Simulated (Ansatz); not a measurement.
A Si vacancy next to a Si vacancy in diamond Si, 62 atoms, charge −2

All numbers come from Ansatz (PAW, plane waves, no spin–orbit coupling) at the single k point (¼, ¼, ¼) without its symmetry partners. The atoms were relaxed with PBEsol in a fixed cell; other functionals are single points on those atoms unless said otherwise. The valence top and gap of the host come from its small cell on a dense mesh, with the band extrema sought between the mesh points, lined up by the mean potential, PBEsol gap 0.46 eV, r²SCAN gap 0.76 eV. The charge correction uses an assumed dielectric constant of 11.7.

Relaxed structure:

```yaml
crystal:
  lattice:
    - [10.86558, 0.00000, 0.00000]
    - [0.00000, 10.86558, 0.00000]
    - [0.00000, 0.00000, 10.86558]
  atoms:
    - { symbol: Si, position: [0.99949, 0.99978, 0.99984] }
    - { symbol: Si, position: [0.99972, 0.99856, 0.50109] }
    - { symbol: Si, position: [0.99970, 0.50114, 0.99815] }
    - { symbol: Si, position: [0.99872, 0.50021, 0.50011] }
    - { symbol: Si, position: [0.50107, 0.99878, 0.99859] }
    - { symbol: Si, position: [0.49959, 0.99909, 0.49978] }
    - { symbol: Si, position: [0.49966, 0.49991, 0.99888] }
    - { symbol: Si, position: [0.12514, 0.12506, 0.12482] }
    - { symbol: Si, position: [0.12619, 0.12670, 0.62391] }
    - { symbol: Si, position: [0.12597, 0.62382, 0.12651] }
    - { symbol: Si, position: [0.12578, 0.62507, 0.62507] }
    - { symbol: Si, position: [0.62385, 0.12534, 0.12552] }
    - { symbol: Si, position: [0.62471, 0.12551, 0.62513] }
    - { symbol: Si, position: [0.62434, 0.62474, 0.12616] }
    - { symbol: Si, position: [0.25081, 0.25063, 0.99951] }
    - { symbol: Si, position: [0.25418, 0.25482, 0.50322] }
    - { symbol: Si, position: [0.25130, 0.74876, 0.99890] }
    - { symbol: Si, position: [0.25499, 0.74511, 0.49822] }
    - { symbol: Si, position: [0.74860, 0.25158, 0.99860] }
    - { symbol: Si, position: [0.74741, 0.25283, 0.49922] }
    - { symbol: Si, position: [0.74920, 0.74905, 0.99885] }
    - { symbol: Si, position: [0.73637, 0.73811, 0.51448] }
    - { symbol: Si, position: [0.37489, 0.37604, 0.12647] }
    - { symbol: Si, position: [0.39027, 0.39021, 0.60694] }
    - { symbol: Si, position: [0.37613, 0.87288, 0.12628] }
    - { symbol: Si, position: [0.37876, 0.87056, 0.62640] }
    - { symbol: Si, position: [0.87388, 0.37605, 0.12526] }
    - { symbol: Si, position: [0.86941, 0.38026, 0.62688] }
    - { symbol: Si, position: [0.87397, 0.87417, 0.12525] }
    - { symbol: Si, position: [0.87114, 0.87132, 0.62187] }
    - { symbol: Si, position: [0.25061, 0.99948, 0.25029] }
    - { symbol: Si, position: [0.25113, 0.99909, 0.74911] }
    - { symbol: Si, position: [0.25377, 0.50338, 0.25473] }
    - { symbol: Si, position: [0.25639, 0.49810, 0.74349] }
    - { symbol: Si, position: [0.74860, 0.99836, 0.25172] }
    - { symbol: Si, position: [0.74951, 0.99854, 0.74955] }
    - { symbol: Si, position: [0.74649, 0.49888, 0.25413] }
    - { symbol: Si, position: [0.73657, 0.51371, 0.73804] }
    - { symbol: Si, position: [0.37471, 0.12629, 0.37567] }
    - { symbol: Si, position: [0.37620, 0.12663, 0.87278] }
    - { symbol: Si, position: [0.38787, 0.60943, 0.39006] }
    - { symbol: Si, position: [0.37914, 0.62646, 0.86988] }
    - { symbol: Si, position: [0.87427, 0.12505, 0.37568] }
    - { symbol: Si, position: [0.87416, 0.12539, 0.87428] }
    - { symbol: Si, position: [0.86910, 0.62702, 0.38056] }
    - { symbol: Si, position: [0.87091, 0.62180, 0.87116] }
    - { symbol: Si, position: [0.99983, 0.25050, 0.25026] }
    - { symbol: Si, position: [0.99862, 0.25196, 0.74892] }
    - { symbol: Si, position: [0.99830, 0.74881, 0.25185] }
    - { symbol: Si, position: [0.99814, 0.74943, 0.74952] }
    - { symbol: Si, position: [0.50162, 0.25243, 0.25252] }
    - { symbol: Si, position: [0.49797, 0.25605, 0.74377] }
    - { symbol: Si, position: [0.49780, 0.74433, 0.25616] }
    - { symbol: Si, position: [0.51293, 0.73904, 0.73836] }
    - { symbol: Si, position: [0.12598, 0.37549, 0.37551] }
    - { symbol: Si, position: [0.12719, 0.37617, 0.87240] }
    - { symbol: Si, position: [0.12639, 0.87305, 0.37578] }
    - { symbol: Si, position: [0.12479, 0.87429, 0.87446] }
    - { symbol: Si, position: [0.61560, 0.38174, 0.38370] }
    - { symbol: Si, position: [0.62577, 0.37912, 0.86968] }
    - { symbol: Si, position: [0.62582, 0.86970, 0.37945] }
    - { symbol: Si, position: [0.62243, 0.87114, 0.87134] }
```

Chemical potentials μ are those of reference phases of the elements at zero temperature by the same functional (the usual solids, diamond for C, grey Sn, and the molecules H2, N2, O2, F2, Cl2, Br2 and S8).

| functional | E(defect) − E(host) − Σ nμ + q·E_VBM (eV) | monopole (eV) | alignment (eV) | formation energy at E_F = VBM (eV) | moment (μB) | wall time, shared host |
| --- | --- | --- | --- | --- | --- | --- |
| PBEsol | 5.62 | 0.64 | 0.36 | 6.62 | 2.0 | 5.6 s on NVIDIA GB200 (relaxation) |

(1) Estimate the formation energy and moment that r²SCAN gives on these atoms.

(2) How does the monopole term follow by hand for this cubic cell?

r²SCAN one-electron levels near the gap (the ten most localised at most), from the host's valence top, not corrected for the charge's images:

```tsv
level (eV)	spin	filling	atoms sharing it	element of the atom with most weight
0.10	up	1.00	16.1	Si
0.16	up	1.00	10.2	Si
0.28	down	1.00	9.9	Si
0.30	up	1.00	20.4	spread
0.81	up	0.00	10.2	Si
0.82	down	0.00	9.9	Si
0.90	down	0.00	10.7	Si
0.95	down	0.00	14.9	Si
1.03	down	0.00	60.7	spread
1.04	down	0.00	60.6	spread
```

One k point and a cell of this size can leave errors of several tenths of an eV in such numbers.

Answers

(1) 7.16 eV at E_F = VBM (6.15 eV before the monopole term 0.64 eV and the alignment 0.37 eV), moment 2.0 (absolute 4.0) μB.

(2) q²·α·e²/(4πε₀)/(2εL) with the Madelung constant α = 2.837 and e²/4πε₀ = 14.40 eV·Å: 4 × 2.837 × 14.40 / (2 × 11.7 × 10.866) = 0.64 eV.
